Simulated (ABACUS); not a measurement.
The system is HgSe.

```
CELL_PARAMETERS angstrom
0.00000 3.03900 3.03900
3.03900 0.00000 3.03900
3.03900 3.03900 0.00000
ATOMIC_POSITIONS crystal
Hg 0.00000 0.00000 0.00000
Se 0.75000 0.75000 0.75000
```

Below is the output of ABACUS 3.10.1 for this cell. Logs are shortened: lines on timing, memory, paths and dates and some standing lists are left out, and cuts for length are marked.

```text
ABACUS v3.10.1

               Atomic-orbital Based Ab-initio Computation at UStc

 ------------------------------------------------------------------------------------

 READING GENERAL INFORMATION
                           global_out_dir = OUT.HgSe/
                           global_in_card = INPUT
                               pseudo_dir = ./
                              orbital_dir = ./
                                    DSIZE = 4
                                    GSIZE = 1

 READING UNITCELL INFORMATION
                                    ntype = 2
                  lattice constant (Bohr) = 1.88973
              lattice constant (Angstrom) = 1

 READING ATOM TYPE 1
                               atom label = Hg
                      L=0, number of zeta = 4
                      L=1, number of zeta = 3
                      L=2, number of zeta = 3
                      L=3, number of zeta = 1
             number of atom for this type = 1

 READING ATOM TYPE 2
                               atom label = Se
                      L=0, number of zeta = 3
                      L=1, number of zeta = 3
                      L=2, number of zeta = 3
                      L=3, number of zeta = 1
             number of atom for this type = 1

                        TOTAL ATOM NUMBER = 2
DIRECT COORDINATES
    atom                   x                   y                   z     mag                  vx                  vy                  vz
taud_Hg1            0.0000000000        0.0000000000        0.0000000000  0.0000        0.0000000000        0.0000000000        0.0000000000
taud_Se1            0.7500000000        0.7500000000        0.7500000000  0.0000        0.0000000000        0.0000000000        0.0000000000

                          Volume (Bohr^3) = 378.808
                             Volume (A^3) = 56.1334

 Lattice vectors: (Cartesian coordinate: in unit of a_0)
                   +0              +3.039              +3.039
               +3.039                  +0              +3.039
[... 253 lines left out ...]
----------------------------------------------------------
 E_KohnSham     -575.7078133990      -7832.9066453478
 E_Harris       -576.8176331781      -7848.0065180965
 E_Fermi        0.6586526523         8.9614290734
----------------------------------------------------------
[... 80 lines left out ...]
 Density error is 5.75016205561e-08
----------------------------------------------------------
     Energy           Rydberg                 eV
----------------------------------------------------------
 E_KohnSham     -575.7317279206      -7833.2320191063
 E_KS(sigma->0) -575.7317057186      -7833.2317170327
 E_Harris       -575.7317294833      -7833.2320403670
 E_band         -63.4073197643       -862.7008437024
 E_one_elec     -342.2098900877      -4656.0044171462
 E_Hartree      176.6857079431       2403.9323831894
 E_xc           -103.6618347337      -1410.3916175131
 E_Ewald        -306.5456666383      -4170.7677634893
 E_entropy(-TS) -0.0000444040        -0.0006041471
 E_descf        0.0000000000         0.0000000000
 E_exx          0.0000000000         0.0000000000
 E_Fermi        0.6755294524         9.1910497190
----------------------------------------------------------

 charge density convergence is achieved
 final etot is -7833.2320191 eV
 EFERMI = 9.191049719 eV
The vacuum level is 12.498394281 eV

 STATE ENERGY(eV) AND OCCUPATIONS    NSPIN == 1
 1/29 kpoint (Cartesian) = 0.0000 0.0000 0.0000 (1595 pws)
       1       -105.598     0.00390625
       2       -53.9267     0.00390625
       3       -53.9267     0.00390625
       4       -53.9267     0.00390625
       5       -38.4242     0.00390625
       6       -38.4242     0.00390625
[... 134 lines left out ...]
      21        15.1859    1.99285e-54
      22        15.1859    1.99285e-54

[... levels at 23 further k points ...]

 correction force for each atom along direction 1 is 0.0281773
 correction force for each atom along direction 2 is 0.0204765
 correction force for each atom along direction 3 is 0.0137209
------------------------------------------------------------------------------------------
 TOTAL-FORCE (eV/Angstrom)
------------------------------------------------------------------------------------------
                       Hg1         0.0000000000         0.0000000000         0.0000000000
                       Se1         0.0000000000         0.0000000000         0.0000000000
------------------------------------------------------------------------------------------

----------------------------------------------------------------
 TOTAL-STRESS (KBAR)
----------------------------------------------------------------
        50.0776337751         0.0000000000         0.0000000000
        -0.0000000000        50.0776337751         0.0000000000
        -0.0000000000        -0.0000000000        50.0776337751
----------------------------------------------------------------
 TOTAL-PRESSURE: 50.077634 KBAR

 --------------------------------------------
 !FINAL_ETOT_IS -7833.2320191062535741 eV
 --------------------------------------------
```

**Question.** Write the input and the command behind it.

**Answer.** Single point with PBE, no spin polarisation. The files as run (others can give the same):

INPUT
```
INPUT_PARAMETERS
suffix              HgSe
calculation         scf
basis_type          lcao
pseudo_dir          ./
orbital_dir         ./
symmetry            1
dft_functional      pbe
ecutwfc             100
pseudo_rcut         10
nspin               1
nbands              22
ks_solver           genelpa
smearing_method     fd
smearing_sigma      0.00367493
scf_thr             1e-07
scf_nmax            100
mixing_type         broyden
mixing_beta         0.7
cal_force           1
cal_stress          1
out_mul             1
out_chg             1
out_pot             2
out_elf             1
```

STRU
```
ATOMIC_SPECIES
Hg 200.5920 Hg.upf
Se 78.9710 Se.upf

NUMERICAL_ORBITAL
Hg_confined-atom_7au_4s3p3d1f.orb
Se_confined-atom_7au_3s3p3d1f.orb

LATTICE_CONSTANT
1.8897261246

LATTICE_VECTORS
0.0000000000 3.0390000000 3.0390000000
3.0390000000 0.0000000000 3.0390000000
3.0390000000 3.0390000000 0.0000000000

ATOMIC_POSITIONS
Direct

Hg
0.0
1
0.0000000000 0.0000000000 0.0000000000 1 1 1

Se
0.0
1
0.7500000000 0.7500000000 0.7500000000 1 1 1
```

KPT
```
K_POINTS
0
Gamma
8 8 8 0 0 0
```

Potentials or basis: PseudoDojo NC SR 0.4.1 PBE standard, TZDP LCAO (the cutoffs set its grid).
Command:
```sh
$ OMP_NUM_THREADS=1 mpirun -np 4 abacus > log
```

Caveat: the atomic orbitals were generated for these runs and aren't a published set; the basis of atomic orbitals isn't converged, which shifts pressures, moduli and gaps.
